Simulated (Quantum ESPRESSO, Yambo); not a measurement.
# A GW chain in Yambo: SiC (P6_3mc), part 3 of 3

Wanted: ground state, empty states, screening and self-energy for SiC (P6_3mc).

Quantum ESPRESSO 7.5 and Yambo 5.3.0; PBE and many-body steps on it, plane waves. Known limits of the many-body steps: not at the basis limit; coarse k mesh.

So far. Step 3 (Bands along the symmetry lines): The gap is 2.275 eV, as in the run before at this level. Step 4 (Empty states on the mesh, 3×3×4 mesh, 101 bands): On this mesh the gap is 2.275 eV.

### 6. Screening and self-energy, 3×3×4 mesh, 101 bands, screening to 163.3 eV

G0W0 replaces the xc potential by the self-energy, built once from these orbitals. Only a window of levels is corrected, while the sums run over the empty bands that the input names.

This step: G0W0 on PBE, plane waves, norm-conserving pseudopotentials.

gw1.in reads:

```
HF_and_locXC
gw0
dyson
ppa
em1d
rim_cut
RandQpts= 1000000
RandGvec= 1 RL
EXXRLvcs= 74 Ry
VXCRLvcs= 296 Ry
Chimod= "HARTREE"
% BndsRnXp
 1 | 101 |
%
NGsBlkXp= 12 Ry
% LongDrXp
 1 | 1 | 1 |
%
% GbndRnge
 1 | 101 |
%
DysSolver= "n"
ExtendOut
PPAPntXp= 27.21138 eV
% QPkrange
 1 | 1 | 7 | 10 |
 7 | 7 | 7 | 10 |
 4 | 4 | 7 | 10 |
%
```

The run is started by

```console
$ OMP_NUM_THREADS=1 mpirun -n 4 yambo -F gw1.in -J gw1 -C gw1 > gw1.log
```

What it wrote:

```text
 Yambo, version 5.3.0

 [02] CORE Variables Setup
 =========================

  [... cell, symmetries and grids as in the set-up ...]

  [02.05] Energies & Occupations
  ==============================

  [X] === General ===
  [X] Electronic Temperature                        :  0.000000  0.000000 [eV K]
  [X] Bosonic    Temperature                        :  0.000000  0.000000 [eV K]
  [X] Finite Temperature mode                       : no
  [X] El. density                                   :  0.38765E+24 [cm-3]
  [X] Fermi Level                                   :  9.679822 [eV]

  [X] === Gaps and Widths ===
  [X] Conduction Band Min                           :  2.275274 [eV]
  [X] Valence Band Max                              :  0.000000 [eV]
  [X] Filled Bands                                  :   8
  [X] Empty Bands                                   :    9  101
  [X] Direct Gap                                    :  4.293375 [eV]
  [X] Direct Gap localized at k                     :   4
  [X] Indirect Gap                                  :  2.275274 [eV]
  [X] Indirect Gap between kpts                     :   1   7
  [X] Last valence band width                       :  3.841673 [eV]
  [X] 1st conduction band width                     :  3.637217 [eV]

 [03] Transferred momenta grid and indexing
 ==========================================

 IBZ Q-points                                      :  10
 BZ  Q-points                                      :   36

 K/Q-points units:
 rlu = crystal or reduced units; cc = cartesian coordinates; iku = interal k-units

 Q [ 1]         [rlu]:  0.000000  0.000000  0.000000
 Q [ 2]         [rlu]:  0.000000  0.000000  0.250000
 Q [ 3]         [rlu]:  0.000000  0.000000 -0.500000
 Q [ 4]         [rlu]:  0.13002E-17  0.33333       0.0000
 Q [ 5]         [rlu]:  0.13002E-17  0.33333      0.25000
 Q [ 6]         [rlu]:  0.13002E-17  0.33333     -0.50000
 Q [ 7]         [rlu]:  0.333333  0.333333  0.000000
 Q [ 8]         [rlu]:  0.333333  0.333333  0.250000
 Q [ 9]         [rlu]:  0.333333  0.333333 -0.500000
 Q [10]         [rlu]: -0.13002E-17 -0.33333      0.25000

 [04] Coloumb potential Random Integration (RIM)
 ===============================================

  [04.01] RIM initialization
  ==========================

  * Diagonal components only detected *

  8 x (sBL volume)        :  0.197901 [a.u.]
  sBZ random points       :  1000000
  Points outside the sBZ  :   7980387
  RL volume               :  0.890552 [a.u.]
  Integrated volume       :  0.892741 [a.u.]

  [04.02] RIM integrals
  =====================

  Gamma point sphere radius             :  0.105706 [a.u.]
  Points outside the sphere             :   813532
  [Int_sBZ(q=0) 1/q^2]*(Vol_sBZ)^(-1/3) =:  7.220554
                                 should be <:  7.795600

  Summary of Coulomb integrals for non-metallic bands |Q|[au] RIM/Bare

  Q [1] 0.100000E-4 0.926235 * Q [2] 0.164755 0.634104
  Q [3] 0.329510 0.865201 * Q [4] 0.416384 1.148315
  Q [5] 0.447794 1.092429 * Q [10] 0.447794 1.091223
  Q [6] 0.530992 1.025609 * Q [7] 0.721198 1.047178
  Q [8] 0.739778 1.040957 * Q [9] 0.792908 1.027150

 [05] Dipoles
 ============

  [05.01] Setup: observables and procedures
  =========================================

  [WARNING] [x,Vnl] slows the Dipoles computation. To neglect it rename the ns.kb_pp file

 [06] Dynamic Dielectric Matrix (PPA)
 ====================================

 [WR./gw1//ndb.pp]---------------------------------------------------------------
  Brillouin Zone Q/K grids (IBZ/BZ)                :   10   36   10   36
  RL vectors                                       :   3863 [WF]
  Coulomb cutoff potential                         : none
  Electronic Temperature                           :  0.000000 [K]
  Bosonic    Temperature                           :  0.000000 [K]
  PPA    diel. fun.  energies                      : Perdew, Burke & Ernzerhof(X)+Perdew, Burke & Ernzerhof(C)
  wavefunctions                                    : Perdew, Burke & Ernzerhof(X)+Perdew, Burke & Ernzerhof(C)
  Global Gauge                                     : length
  X matrix size                                    :  209
  X band range                                     :    1  101
  X e/h energy range                               : -1.000000 -1.000000 [eV]
  X Time ordering                                  : R
  X Hxc Kernel                                     : HARTREE
  X Drude frequency                                :  0.000000  0.000000
  X poles                                          :  100.0000 [o/o]
  RL vectors in the sum                            :   3863
  [r,Vnl] included                                 : yes
  Field direction                                  :  0.577350E-5  0.577350E-5  0.577350E-5
  BZ energy Double Grid                            : no
  BZ energy DbGd points                            : 0
  BZ Q point size factor                           : -1.000000
  X Optical Averaged directions                    : none

 [07] Local Exchange-Correlation + Non-Local Fock
 ================================================

 [VXC] Plane waves :  23897
 [EXS] Plane waves :  2997

 QP @ state[ 1 ] K range:  1  1
 QP @ state[ 1 ] b range:   7  10
 QP @ state[ 2 ] K range:   4   4
 QP @ state[ 2 ] b range:   7  10
 QP @ state[ 3 ] K range:   7   7
 QP @ state[ 3 ] b range:   7  10

 [xc] Functional : Perdew, Burke & Ernzerhof(X)+Perdew, Burke & Ernzerhof(C)
 [xc] LIBXC used to calculate xc functional
  PP Number of Atomic Species                      :  2
  NLCC RL compoments                               :  23897
  PP Number of Atomic Species                      :  2
  NLCC RL compoments                               :  23897

 [xc] E_xc :  -6.122893 [Ha]
      E_xc :  -12.24579 [Ry]

  Local XC kind (lXC) : Perdew, Burke & Ernzerhof(X)+Perdew, Burke & Ernzerhof(C)
  Non-Local XC kind (nlXC) : Hartree-Fock

  Corrections @ K [1] :  [eV]
 <7|nlXC|7> = -17.90055  0.22291E-16 <7|lXC|7> = -15.07648  0.94408E-16
 <8|nlXC|8> = -17.90011 -0.79772E-17 <8|lXC|8> = -15.07648 -0.37763E-15
 <9|nlXC|9> = -6.642601 -0.24234E-17 <9|lXC|9> = -12.10977 -0.18882E-15
 <10|nlXC|10> = -7.132411  0.41296E-17 <10|lXC|10> = -12.77445 -0.18882E-15

  Corrections @ K [4] :  [eV]
 <7|nlXC|7> = -16.72897  0.17961E-16 <7|lXC|7> = -13.77183  0.37763E-15
 <8|nlXC|8> = -17.81726  0.11039E-16 <8|lXC|8> = -14.66735  0.18882E-15
 <9|nlXC|9> = -5.748824  0.19664E-17 <9|lXC|9> = -10.65328 -0.47204E-16
 <10|nlXC|10> = -6.168485 -0.19029E-17 <10|lXC|10> = -11.31586  0.47204E-16

  Corrections @ K [7] :  [eV]
 <7|nlXC|7> = -16.97724 -0.18720E-16 <7|lXC|7> = -13.06156  0.000000
 <8|nlXC|8> = -16.98770  0.22269E-16 <8|lXC|8> = -13.15182  0.18882E-15
 <9|nlXC|9> = -5.496467  0.26941E-18 <9|lXC|9> = -9.860269 -0.35403E-16
 <10|nlXC|10> = -6.335978 -0.17096E-17 <10|lXC|10> = -12.29223 -0.94408E-16

 [08] Dyson equation: Newton solver
 ==================================

  [08.01] G0W0 (W PPA)
  ====================

  [  GW  ] Bands range     :    1  101
  [GW/PPA] G damping       :  0.100000 [eV]

  QP @ state[ 1 ] K range:  1  1
  QP @ state[ 1 ] b range:   7  10
  QP @ state[ 2 ] K range:   4   4
  QP @ state[ 2 ] b range:   7  10
  QP @ state[ 3 ] K range:   7   7
  QP @ state[ 3 ] b range:   7  10

   Sc/G bands                                       :    1  101
   Sc/G damping                                     :  0.100000 ev
   Sc bands terminator                              : no
   Sx RL components                                 :  2997

   QP @ state[ 1 ] K range                          :  1  1
   QP @ state[ 1 ] b range                          :   7  10
   QP @ state[ 2 ] K range                          :   4   4
   QP @ state[ 2 ] b range                          :   7  10
   QP @ state[ 3 ] K range                          :   7   7
   QP @ state[ 3 ] b range                          :   7  10
   GF energies kind                                 : Perdew, Burke & Ernzerhof(X)+Perdew, Burke & Ernzerhof(C)
   GF WF`s kind                                     : Perdew, Burke & Ernzerhof(X)+Perdew, Burke & Ernzerhof(C)
   Xs energies kind                                 : Perdew, Burke & Ernzerhof(X)+Perdew, Burke & Ernzerhof(C)
   Xs WF`s kind                                     : Perdew, Burke & Ernzerhof(X)+Perdew, Burke & Ernzerhof(C)

 [11] Game Over & Game summary
```

Wall time 41 s (4 MPI ranks of Arm Neoverse V1, shared host); peak memory 1.4 GiB; 2.6 min of CPU time.

This step gave:

| Quantity | Value |
| --- | --- |
| G0W0 gap on the points computed | 2.886 eV |
| starting gap on the mesh | 2.275 eV |
| k of the valence top | 0, 0, 0 |
| k of the conduction bottom | 0.3333, 0.3333, 0 |
| least direct G0W0 gap on the computed points | 5.158 eV |
| Z at the valence top | 0.7969 |
| Z at the conduction bottom | 0.8281 |

The gap on the mesh goes from 2.28 eV to 2.89 eV, a correction of +0.61 eV.

Limits: finite bands, cutoff and mesh; coarse k mesh. v1 is the top filled band, c1 the lowest empty one. Levels before and after the correction, in eV, zero at the valence-band top of each column:

```
           conduction bottom  valence top
Kohn-Sham               2.28         0.00
     G0W0               2.89         0.00
```

```
                        level  energy (eV)
Kohn-Sham             Γ v2-v1        0.000
Kohn-Sham                Γ c1        4.820
Kohn-Sham                Γ c2        6.220
Kohn-Sham  (0.333 0.333 0) v2       -4.053
Kohn-Sham  (0.333 0.333 0) v1       -3.842
Kohn-Sham  (0.333 0.333 0) c1        2.275
Kohn-Sham  (0.333 0.333 0) c2        8.182
     G0W0             Γ v2-v1        0.000
     G0W0                Γ c1        5.713
     G0W0                Γ c2        7.073
     G0W0  (0.333 0.333 0) v2       -4.423
     G0W0  (0.333 0.333 0) v1       -4.224
     G0W0  (0.333 0.333 0) c1        2.886
     G0W0  (0.333 0.333 0) c2        9.185
```

### 7. Where the time went

Times are wall times on the hardware named with each run, good to a factor of about two.

```
                          step   time  share  memory (GiB)
                  ground state  5.3 s    9 %          0.24
bands along the symmetry lines  4.8 s    8 %          0.21
      empty states on the mesh  6.5 s   11 %          0.29
         conversion and set-up  2.1 s    4 %          0.23
     screening and self-energy   41 s   69 %           1.4
```

### 8. Results

```yaml
pbe_gap: 2.28 eV, indirect
g0w0_gap_on_the_mesh: 2.89 eV
gw_settings: 3×3×4 mesh, 101 bands, screening to 163.3 eV, Godby-Needs plasmon pole
known_limits: not at the basis limit; coarse k mesh
```

G0W0 moves the gap on the mesh from 2.28 eV to 2.89 eV (+0.61 eV), with Z of 0.80 and 0.83 at the edges. Only 3 of the mesh's irreducible points were corrected, so a valley elsewhere could overtake. The dearest step here is «screening and self-energy». Against experiment, by G0W0@PBE: the gap of 2.89 eV lies −0.44 eV from the measured 3.33 eV (kind not stated, quoted 2020). The calculation has static nuclei and no excitons; a measured gap holds zero-point and thermal motion, which mostly lowers it. Bands and cutoff are finite, so the gap is not at the basis limit. The miss can reach some tenths of an eV and take either sign; the mesh is an error of its own. In the G0W0 run levels were corrected at 3 k points alone, so a gap called «on the mesh» is the least over those, and an edge elsewhere would be missed. The 3×3×4 mesh is coarse for this cell, which bears on the long-range parts of exchange and screening.

[Paths, hosts, dates, memory and timing lines, banners, echoed tables and standing remarks are left out of the program output.]

[Logs are printed without paths, hosts, clocks, repeated set-up lines and the standing remarks that a program may print on its own settings, such as how far it seeks lower states.]

[Runs of the session that timed out or met a known fault of the program may be left out.]

[Hosts, paths, dates, database ids (printed as entryN), source tags and the programs' standing remarks are cut or masked in the printed files.]
